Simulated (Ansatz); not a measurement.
## MgO: 25Mg NMR of the central transition

Cell: a Materials Project structure (computed, not necessarily an observed phase).

Space group Ibam (No. 72); a = 6.0837, b = 21.3726, c = 4.1640 Å.

```
site  Wyckoff  site symmetry       x       y       z
 Mg1       8j            ..m  0.3328  0.4525  0.0000
 Mg5       8j            ..m  0.3344  0.2905  0.0000
 Mg9       8j            ..m  0.1649  0.3717  0.5000
 O13       8j            ..m  0.1655  0.3717  0.0000
 O17       8j            ..m  0.3287  0.4524  0.5000
 O21       8j            ..m  0.3343  0.2906  0.5000
```

One atom of each set is listed; the run and its k-mesh use a cell of 24 atoms with edges of 11.30, 11.30, 11.30 Å.

Method: Kohn–Sham DFT in Ansatz, r2SCAN, plane waves and PAW (field gradients read without the response of the frozen cores, which leaves them typically 4 to 6 % off), scalar-relativistic, 500 eV cutoff, Γ-centred 6×6×6 k-points, Fermi–Dirac smearing 0.02 eV.

25Mg has I = 5/2 and Q = 199.4 mb (Pyykkö 2018); at 9.4 T its Larmor frequency is ν₀ = 24.5 MHz. Only the quadrupole interaction is simulated: positions count from each site's isotropic chemical shift, and shift anisotropy, dipolar and J coupling are left out, though they dominate static lines narrower than about 10 kHz.

Problem. What does the 25Mg spectrum (static powder) show for each site?

Solution. 

```json
{"site": "Mg1", "first shell": "5 O at 2.01–2.08 Å", "C_Q (MHz)": "10.9", "η": "0.52", "P_Q (MHz)": "11.4", "δ_QIS (ppm)": "-1293", "breadth (kHz)": "223"}
{"site": "Mg5", "first shell": "5 O at 2.01–2.08 Å", "C_Q (MHz)": "-1.16", "η": "0.64", "P_Q (MHz)": "1.23", "δ_QIS (ppm)": "-15.2", "breadth (kHz)": "2.69"}
{"site": "Mg9", "first shell": "5 O at 1.99–2.08 Å", "C_Q (MHz)": "0.743", "η": "0.15", "P_Q (MHz)": "0.746", "δ_QIS (ppm)": "-5.55", "breadth (kHz)": "0.798"}
```

δ_QIS = −(ν_Q²/30ν₀²)[I(I+1) − 3/4](1 + η²/3) × 10⁶ ppm with ν_Q = 3|C_Q|/[2I(2I−1)]; it falls as 1/B₀² in ppm, and the breadth as 1/B₀ in kHz.
